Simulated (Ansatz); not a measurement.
# Property card for AlFe

Level of theory: Ansatz 0.2.0, DFT PBE, scalar-relativistic, plane waves, PAW.

Plane waves to 420 eV, a k mesh through Γ of 14×14×14 on the computed 2-atom cell and Gaussian smearing (0.10 eV); collinear spin from starting moments 0 0.77 μB.

The structure is relaxed at this level of theory with its symmetry kept. Whether it is the stable form of this composition wasn't checked.

```
Al Fe
1.0
     2.87433    0.00000    0.00000
     0.00000    2.87433    0.00000
     0.00000    0.00000    2.87433
Al Fe
1 1
Direct
  0.00000 0.00000 0.00000
  0.50000 0.50000 0.50000
```

**Question.** Formation energy from the elements' standard states (uncorrected)?

**Answer.** -0.316 eV/atom.

**Question.** Density of states at the Fermi level?

**Answer.** 2.16 states/eV per cell.

**Question.** Löwdin character within 0.5 eV of the Fermi level?

**Answer.** Fe 3d 90 %.

**Question.** Bulk modulus?

**Answer.** 177 GPa.

**Question.** Its pressure derivative?

**Answer.** 4.4.

**Question.** Bader charges (e)?

**Answer.** Al (1 in the cell) 1.69, Fe (1 in the cell) -1.69.

**Question.** Total moment?

**Answer.** 0.67 μB per cell.

**Question.** Site moments (μB; atoms counted from 1 over the whole cell)?

**Answer.** Fe (atom 2) 0.70.

Only this magnetic start was tried.